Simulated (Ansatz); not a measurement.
W:

```
W
1.0
     0.00000    2.03000    2.03000
     2.03000    0.00000    2.03000
     2.03000    2.03000    0.00000
W
1
Direct
  0.00000 0.00000 0.00000
```

This isn't the form of W at room conditions, which is bcc.

A run of Ansatz 0.2.0 on this cell left the log below. Logs are shortened: lines on timing, memory, paths and dates and some standing lists are left out, and cuts for length are marked.

```text
Warning: RAYON_NUM_THREADS=2 ignored (pool sized by the plan → 2); use --threads N
Engine: ansatz 0.2.0, aarch64-unknown-linux-gnu
Pseudopotentials: kind: paw
Pseudopotential: W, paw, valence charge 14, recommended cutoff 420 eV (normal), W.paw.azcp
Functional definition: PBE
  parameter kappa = 0.804
  parameter beta = 0.06672455060314922
  exchange = pbe_x(kappa = kappa, mu = beta*pi^2/3)
  correlation = pbe_c(beta = beta)
Crystal: 1 atoms, lattice volume = 16.731 Å³
Basis set: ecut = 420 eV, 331 PW (Γ), exchange–correlation on 40×40×40 points (8 copies of the dense FFT grid, shifted against one another)
Bands: 11, of which v1, the nominal top of the filled ones, is band 7 counted from 1 (6 counted from 0)
Symmetry: 48 space group operations
Space group: Fm-3m (ITA 225), of the structure as read, at distance tolerance 2.6e-5 Å
k-points: 56 of 1331
Non-local potential: W, projectors of the file, l = 0: 3, l = 1: 2, l = 2: 2, l = 3: 1
PAW form: soft (Blöchl's): semilocal exchange-correlation on the pseudo side does not see the compensation charge
PAW one-centre angular grid: W, 590 points (default); XC on 64 Gauss nodes
Initial density: superposition of atomic densities (neutral atoms: chi_scale 0, normalization atom), corrected by the library's trained network
Initial wavefunctions: pseudopotential atomic-orbital guess
Functional: x = pbe(κ = 0.804, μ = 0.2195149727645171), c = pbe(β = 0.06672455060314922)
SCF iter   1: F=—  HF=-10384.345345 eV  |F-HF|=—  |Δ(HF+E_count)|=         —  Δρ=2.53e-3  dr2=8.47e-4  ethr=1.77e-3  ⟨swp⟩=5.7  Hψ=3366  notcnv=0
preconditioner: auto → none  [insulator: Δε(μ)=0.057 eV  Ē_g=8.340 eV  σ=0.025 eV  W_gap=0.84  n_scr=0 (ndim 8)  ℏωp=22.2 eV  f_vac=0.000  D(μ)=0.54/eV (n_scr^D=0)  ε∞_Penn≈8.1]
SCF iter   2: F=—  HF=-10384.344939 eV  |F-HF|=—  |Δ(HF+E_count)|=   4.06e-4  Δρ=9.74e-4  dr2=7.36e-5  ethr=6.05e-6  ⟨swp⟩=2.2  Hψ=1414  notcnv=0  defer=6
SCF iter   3: F=—  HF=-10384.344960 eV  |F-HF|=—  |Δ(HF+E_count)|=   2.13e-5  Δρ=2.71e-4  dr2=3.64e-6  ethr=5.26e-7  ⟨swp⟩=2.7  Hψ=919  notcnv=0  defer=6
iter 4 did not close the SCF: its close was put off for the readings that it lacked (scf_convergence_deferred on its scf_iter line)
SCF iter   4: F=-10384.344963 eV  HF=-10384.344963 eV  |F-HF|=7.61e-8  |Δ(HF+E_count)|=   2.96e-6  Δρ=3.09e-5  dr2=9.20e-8  ethr=2.60e-8  ⟨swp⟩=2.5  Hψ=1016  notcnv=0  defer=6
iter 5 did not close the SCF: its close was put off for the readings that it lacked (scf_convergence_deferred on its scf_iter line)
SCF iter   5: F=-10384.344963 eV  HF=-10384.344963 eV  |F-HF|=8.15e-10  |Δ(HF+E_count)|=   4.54e-8  Δρ=6.69e-6  dr2=2.31e-9  ethr=6.57e-10  ⟨swp⟩=2.0  Hψ=909  notcnv=0  defer=6
SCF iter   6: F=-10384.344963 eV  HF=-10384.344963 eV  |F-HF|=1.82e-12  |Δ(HF+E_count)|=  2.16e-10  Δρ=2.65e-7  dr2=5.22e-12  ethr=1.65e-11  ⟨swp⟩=1.5  Hψ=1900  notcnv=0
SCF 1 converged in 6 iterations: F = -10384.344963 eV  dr2 = 5.22e-12
  greatest PAW one-centre occupation: 1.000 electrons in one spin orbital (limit 2), on the W atom at site 0 (counted from 0), in its partial waves of l = 0
SCF converged after 6 iterations
Free energy (F): -10384.344963 eV
Harris-Foulkes:  -10384.344963 eV  (|F-HF|=1.82e-12)
Internal energy: -10384.344796 eV  (E = F + TS)
E sigma→0 (E₀):  -10384.344879 eV
Entropy (-TS):   -0.000167 eV (-0.167 meV/atom)
Fermi energy:    20.827580 eV
--- Per-component energies (eV) ---
  E_band       = -98.410260
  E_kinetic    = 448.166937
  E_local      = -637.463716  (includes V_loc(G=0)·N_el)
  E_nonlocal   = 0.670405
  E_hartree    = 226.377336
  E_xc         = -266.154217
  E_vxc        = -237.763426  (∫ρ·V_xc dr)
  E_paw        = -8562.345906  (= ΣΔE_a)
  E_vpaw       = -124.775135  (= ΣTr[D̂ρ^β])
  E_aug_tail   = -0.000052  (compensation charges beyond the density's cutoff)
  E_ewald      = -1593.595583
  E_smearing   = -0.000167  (= −TS)
  E_closure    = -0.000000  (closes the sum)
  Σ components = -10384.344963   (vs F -10384.344963, Δ=0.00e0)
--- Forces (eV/Å), atoms counted from 1 ---
  atom   1  W      0.00000000     0.00000000     0.00000000
  max |Σ_I F_I| component: 5.55e-32 eV/Å
--- Stress (GPa, compression-positive) ---
       -4.936543       0.000000       0.000000
        0.000000      -4.936543       0.000000
        0.000000      -0.000000      -4.936543
  P = ⅓ Tr σ = -4.9365 GPa (-49.365 kbar)
--- Band table (eV; the first three rows and the last of 56) ---
  k-point 0: bands = ["-52.8042", "-16.4984", "-16.4984", "-16.4984", "11.9392", "20.2824", "20.2824", "20.2824", "23.3258", "23.3258", "33.5823"]
  k-point 1: bands = ["-52.7965", "-16.5892", "-16.5100", "-16.5100", "12.2902", "20.0234", "20.4416", "20.4416", "23.1895", "23.1895", "34.2647"]
  k-point 2: bands = ["-52.7758", "-16.8279", "-16.5412", "-16.5412", "13.2377", "19.5087", "20.7228", "20.7228", "23.0816", "23.0816", "34.9179"]
  k-point 55: bands = ["-52.6751", "-17.2391", "-17.1812", "-16.8790", "17.2042", "18.3679", "19.2739", "22.2459", "26.1445", "29.7684", "31.3629"]
```

Task: What input gives this log?

Result: Single point with PBE, no spin polarisation. The files as run (others can give the same):

input.yaml
```yaml
crystal:
  lattice:
    - [0.0, 2.03, 2.03]
    - [2.03, 0.0, 2.03]
    - [2.03, 2.03, 0.0]
  atoms:
    - { symbol: W, position: [0.0, 0.0, 0.0] }
hamiltonian:
  xc: pbe
  pseudopotentials: { kind: paw }
kpoints:
  mp_grid: { grid: [11, 11, 11] }
scf:
  occupations: { method: gaussian, width: 0.025 }
output:
  forces: true
  stress: true
  eigenvalues: true
```

Potentials or basis: Ansatz PAW.
The run is started by
```sh
$ ansatz run input.yaml --threads 2 --pin off --max-ram 5632MiB --backend cpu --events-out ev --progress --plain --runs-dir out
```
